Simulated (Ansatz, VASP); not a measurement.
# One calculation of Zn, two programs

File POSCAR:

```
Zn
1.0
    2.7051356082      0.0000000000      0.0000000000
   -1.3525678041      2.3427161574      0.0000000000
    0.0000000000      0.0000000000      5.0313495994
Zn
2
Direct
    0.6666666667      0.3333333333      0.7500000000
    0.3333333333      0.6666666667      0.2500000000
```

Contents of INCAR.step1:

```
  ALGO = Normal
  EDIFF = 1E-4
  ENCUT = 520
  GGA = PE
  ISMEAR = -1
  LASPH = T
  LCHARG = F
  LREAL = F
  LWAVE = T
  NBANDS = 19
  NELM = 60
  PREC = Accurate
  SIGMA = 0.05
```

INCAR.step2

```
  ALGO = Normal
  EDIFF = 1E-7
  ENCUT = 520
  ISIF = 2
  ISMEAR = -1
  ISTART = 1
  LASPH = T
  LCHARG = F
  LMIXTAU = T
  LREAL = F
  LWAVE = F
  METAGGA = R2SCAN
  NBANDS = 19
  NELM = 60
  PREC = Accurate
  SIGMA = 0.05
```

KPOINTS

```
k-points
0
Gamma
  11 11 6
```

Contents of input.yaml:

```yaml
crystal:
  lattice:
    - [2.7051356082, 0.0, 0.0]
    - [-1.3525678041, 2.3427161574, 0.0]
    - [0.0, 0.0, 5.0313495994]
  atoms:
    - { symbol: Zn, position: [0.6666666667, 0.3333333333, 0.75] }
    - { symbol: Zn, position: [0.3333333333, 0.6666666667, 0.25] }
hamiltonian:
  xc: r2scan
  pseudopotentials: { kind: paw }
kpoints:
  mp_grid: { grid: [11, 11, 6] }
scf:
  occupations: { method: fermi_dirac, width: 0.05 }
output:
  forces: true
  stress: true
  eigenvalues: true
```

Alike in both runs: task single point; functional r2SCAN; k mesh 11 × 11 × 6; occupations fermi-dirac, width 0.05 eV; no spin polarisation.

|  | VASP | Ansatz |
| --- | --- | --- |
| version | VASP 6.6.1 | Ansatz 0.2.0 |
| potentials or method | VASP PAW PBE potentials, release 64 (Zn) | Ansatz PAW |
| plane-wave cutoff (eV) | 520 | 500 |
| valence electrons in the cell | 24 | 24 |

Ansatz gave:

| Quantity | Value |
| --- | --- |
| gap on the k mesh at the Fermi level (eV) | none |
| pressure (GPa) | -7.0 |
| largest component of the traceless stress (GPa) | 0.93 |

Q: Which values does VASP return?

A: gap on the k mesh at the Fermi level (eV): none; pressure (GPa): -6.7; largest component of the traceless stress (GPa): 1.00.

A gap of «none» marks a metal or a gap that the smearing closes. With one functional, cell and mesh, what is left measures potentials, basis and numerics.

Caveats: the PAW data sets were made with another functional, which shifts forces and pressure a little (VASP); the PAW data sets come from PBE, with cores solved anew for the run's functional, which leaves a small shift of forces and pressure (Ansatz).
